# Why calculated gallium phosphide absorbs most at 7 eV but takes most energy from fast electrons at 16 eV

The loss function tells how readily a fast electron gives up a certain energy, the loss energy, while crossing a solid. It is $L=\mathrm{Im}(-1/\varepsilon)$, where $\varepsilon=\varepsilon_1+i\varepsilon_2$ is the dielectric function, and $\varepsilon_2$ measures absorption. Here $\varepsilon$ comes from linear response on density-functional states, without attraction between the excited electron and its hole, and without a correction of the band gap, which this functional makes too small. The momentum transfer is small but finite, about 0.4 Å⁻¹.

Yambo 5.3.0, linear response with the Hartree kernel for GaP (F-43m, 2-atom cell), on Quantum ESPRESSO PBEsol states with PseudoDojo 0.4.1 potentials. Momentum transfer (0, 0, 0.2) in reciprocal-lattice units, 5×5×5 k-mesh, 34 bands in the sums, 2 Ry screening block, 0.2 eV broadening, no quasiparticle correction.

| row | loss function | loss energy (eV) |
| --- | --- | --- |
| 1 | 0.004 | 0.00 |
| 2 | 0.005 | 1.41 |
| 3 | 0.009 | 2.61 |
| 4 | 0.038 | 4.02 |
| 5 | 0.057 | 5.43 |
| 6 | 0.075 | 6.83 |
| 7 | 0.111 | 8.04 |
| 8 | 0.267 | 9.45 |
| 9 | 0.482 | 10.85 |
| 10 | 0.602 | 12.26 |
| 11 | 0.731 | 13.47 |
| 12 | 1.424 | 14.87 |
| 13 | 2.586 | 16.28 |
| 14 | 1.976 | 17.69 |
| 15 | 1.535 | 18.89 |
| 16 | 1.223 | 20.30 |
| 17 | 1.050 | 21.71 |
| 18 | 0.563 | 23.12 |
| 19 | 0.488 | 24.32 |
| 20 | 0.403 | 25.73 |
| 21 | 0.402 | 27.14 |
| 22 | 0.198 | 28.54 |
| 23 | 0.396 | 29.75 |
| 24 | 0.220 | 31.16 |
| 25 | 0.230 | 32.56 |
| 26 | 0.183 | 33.97 |
| 27 | 0.218 | 35.18 |
| 28 | 0.164 | 36.58 |
| 29 | 0.132 | 37.99 |
| 30 | 0.196 | 39.40 |

**What happens.** The loss grows in every row up to 16.28 eV, slowly at first and most steeply at the end, and afterwards fades over a long, uneven tail. The maximum of the calculated spectrum lies at 15.68 eV, just before the largest row. Absorption in the same calculation is strongest at 7.04 eV, where the loss is still tiny. Strong absorption and strong loss are therefore two different events in this crystal. Both energies belong to this calculation and its momentum transfer. The coarse sampling of electron momenta may shift them, and the absorption of light, which carries almost no momentum, may peak elsewhere.

**Why absorption does not bring loss.** Written out, the loss function is

$$L=\frac{\varepsilon_2}{\varepsilon_1^2+\varepsilon_2^2}.$$

Absorption stands in the numerator, but its square stands in the denominator. Whatever the value of $\varepsilon_1$, $L$ can be no larger than $1/\varepsilon_2$, so strong absorption keeps the loss small. The electrons that could take up energy also screen the field of the passing electron, and so weaken what drives them. At the absorption peak $\varepsilon_2$ is 13.6, which caps the loss at 0.073; the nearest row, at 6.83 eV, has 0.075, which is possible because absorption there is weaker and the cap higher.

**Why the loss peaks where it does.** The opposite limit is a dielectric function close to zero. Screening then turns into amplification, since the field inside the crystal is the applied field divided by $\varepsilon$. The formula also requires that the size of $\varepsilon$ never exceed $1/L$, so at 16.28 eV it is at most 0.39. Absorption there is thus no more than about 3 % of its maximum ($0.39/13.6$), yet the loss is the largest in the table. This is the mark of a plasmon, a joint swing of the valence electrons against the ions.

**How large the plasmon energy is.** The simplest system with such a swing is a gas of free electrons. Shift the whole gas by a distance $x$, and the uncovered charge pulls each electron back with the force $4\pi n e^2x$, where $n$ is the number of electrons per volume. This is a spring, and its frequency gives

$$\hbar\omega_p=\sqrt{4\pi n\,e^2\,\hbar^2/m}.$$

One Ga and one P atom bring $3+5=8$ outer electrons into $2\times20.24$ Å³, so $n=0.198$ Å⁻³. With $e^2=14.4$ eV Å and $\hbar^2/m=7.62$ eV Å², the result is 16.5 eV.

The estimate lies 0.8 eV, or 5 % of the peak energy, above the calculated maximum. Counting the ten Ga 3d electrons as well would give 24.8 eV, far too high, because they are bound too tightly to swing freely. The printed output below lists both estimates, which contain no adjusted constant.

**Where the analogy ends.** Electrons in a semiconductor are not free: binding across the gap stiffens the spring and should push the plasmon above the free-electron value. The finite momentum transfer should raise it a little further, as it does in a free-electron gas. The calculated peak nevertheless lies below the estimate, so something must pull the other way. A likely candidate is the Ga 3d shell, which can be polarised and so softens the spring, but no calculation with a frozen shell tests this. Functionals of this kind also place the 3d shell several electronvolts too close to the valence bands, which would exaggerate its effect, and the coarse settings may shift the peak as well. The 5 % agreement is therefore probably a balance of opposing shifts, and should not be read as the accuracy of the free-electron picture.

**Why the peak is broad.** The loss is above 1 in every row from 14.87 to 21.71 eV, although the calculation broadens each transition by only 0.2 eV. The exact width at half height cannot be read from the table, because the maximum falls between two rows. Theory offers a likely reason, not tested here: a plasmon in a crystal can hand its energy to single electrons that jump to empty bands, and a short life means a wide peak. On the high-energy side, electrons lifted out of the Ga 3d shell may add some loss of their own.

**The irregular rows.** On the way up, the rise slackens at 12.26 and 13.47 eV, before the loss nearly doubles at 14.87 eV. On the way down, the loss drops by 0.49 at 23.12 eV, more than in the rows on either side. At 28.54 eV it halves, and in the next row it is almost back to its former value before it falls again. Some or all of these steps may be artefacts. The mesh of electron momenta is coarse for so small a broadening, so that separate transitions can show up as lumps. The response also includes only 25 empty bands, which affects the high energies most. The program warned that this cutoff separates bands of equal energy, and the effect of that was not tested.

**What to do about it.** Do not read the main peak of a loss spectrum as a band gap or as the strongest optical transition. For a related semiconductor, count the outer s and p electrons, divide by the cell volume and put this density into the formula above: a crystal with more room per electron should have its plasmon at lower energy. Treat the result as a guide to where to look, good to an electronvolt or so in this one case. Before giving a meaning to any bump in the tail, repeat the calculation with a finer mesh and more bands.

Output of the analysis:

```
Loss peak minus absorption peak, finer grid (eV): 8.643
Energy of the row nearest the absorption peak (eV): 6.83
Loss in that row: 0.075
Upper limit of the loss at the absorption peak, 1/eps2: 0.07332
Largest loss in the table: 2.586
Its energy (eV): 16.28
Largest loss over loss near the absorption peak (ratio): 34.48
Upper limit of the size of eps in the row of largest loss: 0.3867
Number of rows with loss above 1: 6
First energy with loss above 1 (eV): 14.87
Last energy with loss above 1 (eV): 21.71
Reach of these rows below the true peak (eV): 0.8084
Reach of these rows above the true peak (eV): 6.032
Span of rows above half the largest sampled loss (eV): 4.02
Free-electron plasmon energy, 8 sp electrons per cell (eV): 16.51
Free-electron plasmon energy, all 18 electrons per cell (eV): 24.76
Estimate for 8 electrons minus computed loss peak (eV): 0.8291
Estimate for 18 electrons minus computed loss peak (eV): 9.083
Changes of loss from row to row, rows between 8 and 25 eV: 0.036, 0.156, 0.215, 0.12, 0.129, 0.693, 1.162, -0.61, -0.441, -0.312, -0.173, -0.487, -0.075
Energies of rows beyond the peak where the loss rises again (eV): 29.75, 32.56, 35.18, 39.4
Sizes of these rises: 0.198, 0.01, 0.035, 0.064
```
